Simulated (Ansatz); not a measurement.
# Ti: a line through an energy map

Aim: follow the energy of Ti (Fm-3m, No. 225; 1 atom in the cell) along one coordinate, volume per atom, with the other held at c/a of the conventional cell = 0.734.

Program: Ansatz 0.2.0. Level of theory: DFT PBE, scalar-relativistic, plane waves, PAW. These are calculated values, not measurements.

27 further runs of the same task are left out: 27 set aside as unsound or not needed.

## (1) The structure to begin with

It takes space group Fm-3m (No. 225, cubic). Conventional cell: a = 4.112 Å, b = 4.112 Å, c = 4.112 Å, α = 90.00°, β = 90.00°, γ = 90.00°. Around Ti (site symmetry m-3m) lie 12 Ti at 2.91 Å.

Structure file:

```cif
data_structure
_symmetry_space_group_name_H-M 'P 1'
_symmetry_Int_Tables_number 1
_cell_length_a 2.9074
_cell_length_b 2.9074
_cell_length_c 2.9074
_cell_angle_alpha 60.000
_cell_angle_beta 60.000
_cell_angle_gamma 60.000
_cell_volume 17.38
loop_
_atom_site_label
_atom_site_type_symbol
_atom_site_fract_x
_atom_site_fract_y
_atom_site_fract_z
_atom_site_occupancy
Ti1 Ti 0.00000 0.00000 0.00000 1
```

This cell was relaxed beforehand with the same method: volume 17.38 Å³/atom, gap on the mesh none (metal).

## (2) The scan

The energy is mapped over volume and the cell's shape.

The axes are (1) volume per atom: 7 values from 15.29 to 19.46 Å³; (2) c/a of the conventional cell: 9 values from 0.629 to 1.167.

Nothing else is relaxed (symmetry fixes all fractional coordinates). Energies count from the relaxed crystal. Points are written as (first, second).

## (3) Point (15.29 Å³, 0.734)

Input file input.yaml:

```yaml
crystal:
  lattice:
    - [0.0, 2.1837171668, 1.6035035156]
    - [2.1837171668, 0.0, 1.6035035156]
    - [2.1837171668, 2.1837171668, 0.0]
  atoms:
    - { symbol: Ti, position: [0.0, 0.0, 0.0] }
basis:
  ecutwfc: 520.0
kpoints:
  mp_grid: { grid: [20, 20, 20] }
hamiltonian:
  xc: pbe
  pseudopotentials: { kind: paw, azcp: { folder: soft_1 } }
scf:
  occupations: { method: gaussian, width: 0.15 }
output:
  forces: true
  stress: true
  eigenvalues: true
```

On the command line:

```sh
ansatz run input.yaml --threads 1 --pin off --max-ram 2048MiB --backend cpu --events-out ev --progress --plain --runs-dir out
```

What it wrote (excerpt; [...] marks lines left out):

```text
Warning: RAYON_NUM_THREADS=1 ignored (pool sized by the plan → 1); use --threads N
[...]
Pseudopotentials: kind: paw
Pseudopotential: Ti, paw, valence charge 12, recommended cutoff 420 eV (normal), <dir>
Functional definition: PBE
[...]
Crystal: 1 atoms, lattice volume = 15.293 Å³
Basis set: ecut = 520 eV, 397 PW (Γ), exchange–correlation on 48×48×48 points (8 copies of the dense FFT grid, shifted against one another)
Bands: 10, of which v1, the nominal top of the filled ones, is band 6 counted from 1 (5 counted from 0)
Symmetry: 16 space group operations
Space group: I4/mmm (ITA 139), of the structure as read, at distance tolerance 2.5e-5 Å
k-points: 641 of 8000
[...]
SCF iter   1: F=—  HF=-2499.627509 eV  |F-HF|=—  |Δ(HF+E_count)|=         —  Δρ=5.18e-2  dr2=4.24e-1  ethr=3.10e-3  ⟨swp⟩=4.3  Hψ=32950  notcnv=0
[...]
SCF iter   6: F=-2499.484288 eV  HF=-2499.484288 eV  |F-HF|=2.77e-9  |Δ(HF+E_count)|=   2.84e-7  Δρ=4.41e-6  dr2=2.71e-9  ethr=8.33e-10  ⟨swp⟩=5.2  Hψ=29756  notcnv=0
[...]
SCF converged after 6 iterations
Free energy (F): -2499.484288 eV
[...]
E sigma→0 (E₀):  -2499.473558 eV
Entropy (-TS):   -0.021459 eV (-21.459 meV/atom)
Fermi energy:    15.121916 eV
[...]
--- Forces (eV/Å), atoms counted from 1 ---
  atom   1  Ti    -0.00000000    -0.00000000    -0.00000000
[...]
--- Stress (GPa, compression-positive) ---
       15.577061       0.000000       0.000000
        0.000000      15.577061       0.000000
        0.000000       0.000000      15.952240
  P = ⅓ Tr σ = 15.7021 GPa (157.021 kbar)
--- Band table (eV; the first three rows and the last of 641) ---
  k-point 0: bands = ["-41.1267", "-16.8226", "-16.8226", "-16.8219", "8.9733", "16.1207", "16.1207", "16.4294", "18.0782", "18.4441"]
[...]
```

It took 13 s on 1 thread of Arm Neoverse N1, shared host; peak memory 0.41 GiB.

That is 137 meV/atom from the zero.

## (4) Grid point (15.99 Å³, 0.734)

Changes to input.yaml since step 3:

```diff
@@ -2,5 +2,5 @@
   lattice:
-    - [0.0, 2.1837171668, 1.6035035156]
-    - [2.1837171668, 0.0, 1.6035035156]
-    - [2.1837171668, 2.1837171668, 0.0]
+    - [0.0, 2.2163084651, 1.627435306]
+    - [2.2163084651, 0.0, 1.627435306]
+    - [2.2163084651, 2.2163084651, 0.0]
   atoms:
```

On the command line:

```sh
ansatz run input.yaml --threads 1 --pin off --max-ram 2048MiB --backend cpu --events-out ev --progress --plain --runs-dir out
```

What it wrote (excerpt; [...] marks lines left out):

```text
Warning: RAYON_NUM_THREADS=1 ignored (pool sized by the plan → 1); use --threads N
[...]
[... 3 set-up lines as earlier in the session ...]
[...]
Crystal: 1 atoms, lattice volume = 15.988 Å³
Basis set: ecut = 520 eV, 423 PW (Γ), exchange–correlation on 48×48×48 points (8 copies of the dense FFT grid, shifted against one another)
Bands: 10, of which v1, the nominal top of the filled ones, is band 6 counted from 1 (5 counted from 0)
[... 2 set-up lines as earlier in the session ...]
k-points: 641 of 8000
[...]
SCF iter   1: F=—  HF=-2499.692785 eV  |F-HF|=—  |Δ(HF+E_count)|=         —  Δρ=5.28e-2  dr2=4.71e-1  ethr=3.10e-3  ⟨swp⟩=4.4  Hψ=33157  notcnv=0
[...]
SCF iter   6: F=-2499.538011 eV  HF=-2499.538011 eV  |F-HF|=5.92e-9  |Δ(HF+E_count)|=   3.87e-7  Δρ=6.32e-6  dr2=5.62e-9  ethr=8.33e-10  ⟨swp⟩=5.2  Hψ=29966  notcnv=0
[...]
SCF converged after 6 iterations
Free energy (F): -2499.538011 eV
[...]
E sigma→0 (E₀):  -2499.526470 eV
Entropy (-TS):   -0.023081 eV (-23.081 meV/atom)
Fermi energy:    14.368271 eV
[...]
--- Forces (eV/Å), atoms counted from 1 ---
  atom   1  Ti     0.00000000     0.00000000     0.00000000
[...]
--- Stress (GPa, compression-positive) ---
        9.064519       0.000000      -0.000000
        0.000000       9.064519       0.000000
       -0.000000       0.000000       9.640415
  P = ⅓ Tr σ = 9.2565 GPa (92.565 kbar)
--- Band table (eV; the first three rows and the last of 641) ---
  k-point 0: bands = ["-41.9605", "-17.7274", "-17.7274", "-17.7260", "8.2867", "15.3373", "15.3373", "15.6290", "17.1936", "17.5373"]
[...]
```

It took 14 s on 1 thread of Arm Neoverse N1, shared host; peak memory 0.41 GiB.

That is 84 meV/atom from the zero.

## (5) The run at (16.68 Å³, 0.734)

Changes to input.yaml since step 4:

```diff
@@ -2,5 +2,5 @@
   lattice:
-    - [0.0, 2.2163084651, 1.627435306]
-    - [2.2163084651, 0.0, 1.627435306]
-    - [2.2163084651, 2.2163084651, 0.0]
+    - [0.0, 2.2479684344, 1.6506832214]
+    - [2.2479684344, 0.0, 1.6506832214]
+    - [2.2479684344, 2.2479684344, 0.0]
   atoms:
```

On the command line:

```sh
ansatz run input.yaml --threads 1 --pin off --max-ram 2048MiB --backend cpu --events-out ev --progress --plain --runs-dir out
```

What it wrote (excerpt; [...] marks lines left out):

```text
[...]
SCF converged after 6 iterations
Free energy (F): -2499.566093 eV
[...]
E sigma→0 (E₀):  -2499.553731 eV
Entropy (-TS):   -0.024724 eV (-24.724 meV/atom)
Fermi energy:    13.674155 eV
[...]
--- Forces (eV/Å), atoms counted from 1 ---
  atom   1  Ti    -0.00000000     0.00000000     0.00000000
[...]
--- Stress (GPa, compression-positive) ---
        3.609068       0.000000       0.000000
        0.000000       3.609068       0.000000
        0.000000       0.000000       4.330386
  P = ⅓ Tr σ = 3.8495 GPa (38.495 kbar)
--- Band table (eV; the first three rows and the last of 641) ---
  k-point 0: bands = ["-42.7372", "-18.5630", "-18.5630", "-18.5609", "7.6661", "14.6116", "14.6116", "14.8877", "16.3749", "16.6983"]
[...]
```

Wall time 14 s (1 thread of Arm Neoverse N1, shared host); peak memory 0.41 GiB.

On the map this point reads 56 meV/atom.

## (6) The run at (17.38 Å³, 0.734)

Changes to input.yaml since step 5:

```diff
@@ -2,5 +2,5 @@
   lattice:
-    - [0.0, 2.2479684344, 1.6506832214]
-    - [2.2479684344, 0.0, 1.6506832214]
-    - [2.2479684344, 2.2479684344, 0.0]
+    - [0.0, 2.2787780814, 1.6733067452]
+    - [2.2787780814, 0.0, 1.6733067452]
+    - [2.2787780814, 2.2787780814, 0.0]
   atoms:
```

On the command line:

```sh
ansatz run input.yaml --threads 1 --pin off --max-ram 2048MiB --backend cpu --events-out ev --progress --plain --runs-dir out
```

What it wrote (excerpt; [...] marks lines left out):

```text
Warning: RAYON_NUM_THREADS=1 ignored (pool sized by the plan → 1); use --threads N
[...]
[... 3 set-up lines as earlier in the session ...]
[...]
Crystal: 1 atoms, lattice volume = 17.378 Å³
Basis set: ecut = 520 eV, 463 PW (Γ), exchange–correlation on 48×48×48 points (8 copies of the dense FFT grid, shifted against one another)
Bands: 10, of which v1, the nominal top of the filled ones, is band 6 counted from 1 (5 counted from 0)
[... 1 set-up line as earlier in the session ...]
Space group: I4/mmm (ITA 139), of the structure as read, at distance tolerance 2.6e-5 Å
k-points: 641 of 8000
[...]
SCF iter   1: F=—  HF=-2499.746840 eV  |F-HF|=—  |Δ(HF+E_count)|=         —  Δρ=5.44e-2  dr2=5.63e-1  ethr=3.10e-3  ⟨swp⟩=4.4  Hψ=33499  notcnv=0
[...]
SCF iter   6: F=-2499.572666 eV  HF=-2499.572666 eV  |F-HF|=7.14e-9  |Δ(HF+E_count)|=   2.97e-7  Δρ=6.59e-6  dr2=6.46e-9  ethr=8.33e-10  ⟨swp⟩=5.2  Hψ=29695  notcnv=0
[...]
SCF converged after 6 iterations
Free energy (F): -2499.572666 eV
[...]
E sigma→0 (E₀):  -2499.559489 eV
Entropy (-TS):   -0.026352 eV (-26.352 meV/atom)
Fermi energy:    13.032400 eV
[...]
--- Forces (eV/Å), atoms counted from 1 ---
  atom   1  Ti    -0.00000000     0.00000000     0.00000000
[...]
--- Stress (GPa, compression-positive) ---
       -0.960194       0.000000       0.000000
        0.000000      -0.960194       0.000000
        0.000000       0.000000      -0.139179
  P = ⅓ Tr σ = -0.6865 GPa (-6.865 kbar)
--- Band table (eV; the first three rows and the last of 641) ---
  k-point 0: bands = ["-43.4622", "-19.3369", "-19.3369", "-19.3342", "7.1024", "13.9373", "13.9373", "14.1990", "15.6147", "15.9198"]
[...]
```

Run time: 15 s. Hardware: 1 thread of Arm Neoverse N1, shared host; peak memory 0.42 GiB.

On the map this point reads 49 meV/atom.

## (7) Point (18.07 Å³, 0.734)

Changes to input.yaml since step 6:

```diff
@@ -2,5 +2,5 @@
   lattice:
-    - [0.0, 2.2787780814, 1.6733067452]
-    - [2.2787780814, 0.0, 1.6733067452]
-    - [2.2787780814, 2.2787780814, 0.0]
+    - [0.0, 2.3087854918, 1.6953411866]
+    - [2.3087854918, 0.0, 1.6953411866]
+    - [2.3087854918, 2.3087854918, 0.0]
   atoms:
```

On the command line:

```sh
ansatz run input.yaml --threads 1 --pin off --max-ram 2048MiB --backend cpu --events-out ev --progress --plain --runs-dir out
```

What it wrote (excerpt; [...] marks lines left out):

```text
[...]
SCF converged after 6 iterations
Free energy (F): -2499.561191 eV
[...]
E sigma→0 (E₀):  -2499.547213 eV
Entropy (-TS):   -0.027957 eV (-27.957 meV/atom)
Fermi energy:    12.437332 eV
[...]
--- Forces (eV/Å), atoms counted from 1 ---
  atom   1  Ti    -0.00000000     0.00000000    -0.00000000
[...]
--- Stress (GPa, compression-positive) ---
       -4.783664       0.000000       0.000000
        0.000000      -4.783664       0.000000
        0.000000       0.000000      -3.892107
  P = ⅓ Tr σ = -4.4865 GPa (-44.865 kbar)
--- Band table (eV; the first three rows and the last of 641) ---
  k-point 0: bands = ["-44.1396", "-20.0554", "-20.0554", "-20.0520", "6.5883", "13.3093", "13.3093", "13.5578", "14.9073", "15.1958"]
[...]
```

Run time: 15 s. Hardware: 1 thread of Arm Neoverse N1, shared host; peak memory 0.42 GiB.

On the map this point reads 61 meV/atom.

## (8) Point (18.77 Å³, 0.734)

Changes to input.yaml since step 7:

```diff
@@ -2,5 +2,5 @@
   lattice:
-    - [0.0, 2.3087854918, 1.6953411866]
-    - [2.3087854918, 0.0, 1.6953411866]
-    - [2.3087854918, 2.3087854918, 0.0]
+    - [0.0, 2.3380073394, 1.7167987893]
+    - [2.3380073394, 0.0, 1.7167987893]
+    - [2.3380073394, 2.3380073394, 0.0]
   atoms:
```

On the command line:

```sh
ansatz run input.yaml --threads 1 --pin off --max-ram 2048MiB --backend cpu --events-out ev --progress --plain --runs-dir out
```

What it wrote (excerpt; [...] marks lines left out):

```text
[...]
SCF converged after 6 iterations
Free energy (F): -2499.534639 eV
[...]
E sigma→0 (E₀):  -2499.519866 eV
Entropy (-TS):   -0.029545 eV (-29.545 meV/atom)
Fermi energy:    11.884572 eV
[...]
--- Forces (eV/Å), atoms counted from 1 ---
  atom   1  Ti     0.00000000    -0.00000000     0.00000000
[...]
--- Stress (GPa, compression-positive) ---
       -7.974346       0.000000      -0.000000
        0.000000      -7.974346       0.000000
        0.000000       0.000000      -7.030490
  P = ⅓ Tr σ = -7.6597 GPa (-76.597 kbar)
--- Band table (eV; the first three rows and the last of 641) ---
  k-point 0: bands = ["-44.7727", "-20.7230", "-20.7230", "-20.7191", "6.1183", "12.7239", "12.7239", "12.9603", "14.2485", "14.5217"]
[...]
```

It took 16 s on 1 thread of Arm Neoverse N1, shared host; peak memory 0.43 GiB.

On the map this point reads 87 meV/atom.

## (9) Point (19.46 Å³, 0.734)

Changes to input.yaml since step 8:

```diff
@@ -2,5 +2,5 @@
   lattice:
-    - [0.0, 2.3380073394, 1.7167987893]
-    - [2.3380073394, 0.0, 1.7167987893]
-    - [2.3380073394, 2.3380073394, 0.0]
+    - [0.0, 2.3665164302, 1.7377330147]
+    - [2.3665164302, 0.0, 1.7377330147]
+    - [2.3665164302, 2.3665164302, 0.0]
   atoms:
@@ -20 +20,5 @@
   eigenvalues: true
+  write_density: true
+  write_potential: true
+  elf: true
+  volumetric_format: npy
```

On the command line:

```sh
ansatz run input.yaml --threads 1 --pin off --max-ram 2048MiB --backend cpu --events-out ev --progress --plain --runs-dir out
```

What it wrote (excerpt; [...] marks lines left out):

```text
Warning: RAYON_NUM_THREADS=1 ignored (pool sized by the plan → 1); use --threads N
[...]
[... 3 set-up lines as earlier in the session ...]
[...]
Crystal: 1 atoms, lattice volume = 19.464 Å³
Basis set: ecut = 520 eV, 539 PW (Γ), exchange–correlation on 48×48×50 points (8 copies of the dense FFT grid, shifted against one another)
Bands: 10, of which v1, the nominal top of the filled ones, is band 6 counted from 1 (5 counted from 0)
[... 1 set-up line as earlier in the session ...]
Space group: I4/mmm (ITA 139), of the structure as read, at distance tolerance 2.7e-5 Å
k-points: 641 of 8000
[...]
SCF iter   1: F=—  HF=-2499.690306 eV  |F-HF|=—  |Δ(HF+E_count)|=         —  Δρ=5.57e-2  dr2=6.92e-1  ethr=3.10e-3  ⟨swp⟩=4.4  Hψ=33685  notcnv=0
[...]
SCF iter   6: F=-2499.495501 eV  HF=-2499.495501 eV  |F-HF|=1.21e-9  |Δ(HF+E_count)|=   6.63e-8  Δρ=4.01e-6  dr2=1.22e-9  ethr=8.33e-10  ⟨swp⟩=7.9  Hψ=39370  notcnv=0
[...]
SCF converged after 6 iterations
Free energy (F): -2499.495501 eV
[...]
E sigma→0 (E₀):  -2499.479937 eV
Entropy (-TS):   -0.031128 eV (-31.128 meV/atom)
Fermi energy:    11.369278 eV
[...]
--- Forces (eV/Å), atoms counted from 1 ---
  atom   1  Ti    -0.00000000     0.00000000     0.00000000
[...]
--- Stress (GPa, compression-positive) ---
      -10.631988       0.000000       0.000000
        0.000000     -10.631988       0.000000
        0.000000       0.000000      -9.649404
  P = ⅓ Tr σ = -10.3045 GPa (-103.045 kbar)
--- Band table (eV; the first three rows and the last of 641) ---
  k-point 0: bands = ["-45.3657", "-21.3452", "-21.3452", "-21.3408", "5.6866", "12.1766", "12.1766", "12.4017", "13.6330", "13.8924"]
[...]
```

It took 21 s on 1 thread of Arm Neoverse N1, shared host; peak memory 0.42 GiB.

The maps below are laid out on this run's own conventional cell (a, b, c = 3.347, 3.347, 3.475 Å).

Density in a lattice plane of the grid's cell (edges 3.35 and 3.48 Å, at 0.000 of the third edge), which holds Ti.

Ten even steps from ' ' (0.15 e/Å³) to '@' (12.20 e/Å³):
```
@@%%**++::..                          ..::++**%%
****++--..                              ..--++**
----::....                              ....::--
......                                      ....
                                                
                                                
                                                
                                                
                                                
                                                
                                                
                                                
                                                
                                                
                                                
......                                      ....
----::....                              ....::--
****++--..                              ..--++**
@@%%**++::..                          ..::++**%%
@@@@##++--..                          ..--++##@@
```
Columns run along the first of these edges and rows up along the second, over one cell in 24 and 20 even steps from the bottom left corner. Atoms in the plane (fractional): Ti at (0.00, 0.00).

ELF in the same plane.

Ten even steps from ' ' (0.11) to '@' (0.73):
```
%%%%@@@@@@##--    ..--++**++--..    --##@@@@@@%%
@@@@@@@@%%++::    ..--++**++--..    ::++%%@@@@@@
@@@@@@%%**--..    --++**##**++--    ..--**%%@@@@
##****==::..    ::==**######**==::    ..::==****
--::::..      ::--++**##%%##**++--::      ..::::
          ..::--++**##########**++--::..        
    ....::--==++**##############**++==--::....  
::----====++****####**********####****++====----
++++****##########**************##########****++
****##############******++******##############**
++++****##########**************##########****++
::----====++****####**********####****++====----
    ....::--==++**##############**++==--::....  
          ..::--++**##########**++--::..        
--::::..      ::--++**##%%##**++--::      ..::::
##****==::..    ::==**######**==::    ..::==****
@@@@@@%%**--..    --++**##**++--    ..--**%%@@@@
@@@@@@@@%%++::    ..--++**++--..    ::++%%@@@@@@
%%%%@@@@@@##--    ..--++**++--..    --##@@@@@@%%
**##@@@@@@##==..  ..--==++==--..  ..==##@@@@@@##
```
Columns run along the first of these edges and rows up along the second, over one cell in 24 and 20 even steps from the bottom left corner. Atoms in the plane (fractional): Ti at (0.00, 0.00).

Both are smooth fields of the valence electrons: close to the nuclei they are not physical.

The highest ELF values outside the cores: 0.62 between the atoms, 1.8 Å from Ti.

Energy on the map's scale: 126 meV/atom.

## (10) Variant: occupations.method tetrahedron, width left out

Changes to input.yaml since step 9:

```diff
@@ -15,10 +15,6 @@
 scf:
-  occupations: { method: gaussian, width: 0.15 }
+  occupations: { method: tetrahedron }
 output:
   forces: true
+  eigenvalues: true
   stress: true
-  eigenvalues: true
-  write_density: true
-  write_potential: true
-  elf: true
-  volumetric_format: npy
```

On the command line:

```sh
ansatz run input.yaml --threads 1 --pin off --max-ram 2048MiB --backend cpu --events-out ev --progress --plain --runs-dir out
```

What it wrote (excerpt; [...] marks lines left out):

```text
Warning: output.forces, output.stress, relax.cell or npt_langevin: where a Kohn–Sham band that disperses or a degenerate level is filled in part under the method tetrahedron, the forces or the stress that this run publishes need not agree with its energy (scf.occupations.method in the [...]
Warning: RAYON_NUM_THREADS=1 ignored (pool sized by the plan → 1); use --threads N
[...]
[... 3 set-up lines as earlier in the session ...]
[...]
Crystal: 1 atoms, lattice volume = 19.464 Å³
Basis set: ecut = 520 eV, 539 PW (Γ), exchange–correlation on 48×48×50 points (8 copies of the dense FFT grid, shifted against one another)
Bands: 10, of which v1, the nominal top of the filled ones, is band 6 counted from 1 (5 counted from 0)
[... 2 set-up lines as earlier in the session ...]
k-points: 641 of 8000
[...]
SCF iter   1: F=—  HF=-2499.675183 eV  |F-HF|=—  |Δ(HF+E_count)|=         —  Δρ=5.58e-2  dr2=6.96e-1  ethr=3.10e-3  ⟨swp⟩=4.4  Hψ=33235  notcnv=0
[...]
SCF iter   6: F=-2499.480348 eV  HF=-2499.480348 eV  |F-HF|=3.21e-9  |Δ(HF+E_count)|=   5.08e-7  Δρ=6.64e-6  dr2=4.11e-9  ethr=8.33e-10  ⟨swp⟩=4.5  Hψ=19875  notcnv=0
[...]
SCF converged after 6 iterations
Stability not checked: this state was not tested for a lower state beside it, because cold or Methfessel-Paxton smearing, or corrected tetrahedra, fill the levels in a way that the test cannot read (fill_not_monotonic; see scf.lower_state_search)
Free energy (F): -2499.480348 eV
[...]
E sigma→0 (E₀):  -2499.480348 eV
Entropy (-TS):   -0.000003 eV (-0.003 meV/atom)
Fermi energy:    11.367563 eV
[...]
--- Forces (eV/Å), atoms counted from 1 ---
  atom   1  Ti    -0.00000000     0.00000000     0.00000000
[...]
--- Stress (GPa, compression-positive) ---
      -10.744050       0.000000       0.000000
        0.000000     -10.744050       0.000000
        0.000000       0.000000      -9.968460
  P = ⅓ Tr σ = -10.4855 GPa (-104.855 kbar)
--- Band table (eV; the first three rows and the last of 641) ---
  k-point 0: bands = ["-45.3682", "-21.3474", "-21.3474", "-21.3435", "5.6866", "12.1752", "12.1752", "12.4003", "13.6312", "13.8902"]
[...]
```

Wall time 16 s (1 thread of Arm Neoverse N1, shared host); peak memory 0.43 GiB.

| run | ending | energy change | pressure (GPa) | gap (eV) | force (eV/Å) | cycles | time |
| --- | --- | --- | --- | --- | --- | --- | --- |
| step 9 | converged | 0 | -10.3 | 0.00 | 0.00 | 6 | 21 s |
| variant | converged | -0.4 meV/atom (σ→0) | -10.5 | 0.00 | 0.00 | 6 | 16 s |

Changing the smearing hardly moves the energy: -0.4 meV/atom.

## (11) The line in numbers

```
volume per atom (Å³)  step  energy (meV/atom)  slope (meV/atom per Å³)  pressure (GPa)
               15.29     3                137                      −98            15.7
               15.99     4                 84                      −58             9.3
               16.68     5                 56                      −24             3.9
               17.38     6                 49                        4            −0.7
               18.07     7                 61                       28            −4.5
               18.77     8                 87                       48            −7.7
               19.46     9                126                       64           −10.3
```

Energies count from the relaxed crystal. Slopes come from the forces (and the stress, where the cell changes), not from differences of energies.

| run | outcome |
| --- | --- |
| step 10, run with occupations.method tetrahedron, width left out (against step 9) | -0.4 meV/atom |

In words: Along the line the energy is lowest at 17.38 Å³, 49 meV/atom from the zero. Energies and slopes round the minimum, fitted together, put the minimum at 17.264 Å³, with a curvature of about 38 meV/atom per (Å³)². V·d²E/dV² there is about 110 GPa, a bulk modulus under this line's constraint. The highest point computed, at 15.29 Å³, lies 88 meV/atom above the lowest. This is one cut through a surface in two coordinates; the map's lowest point lies off it.
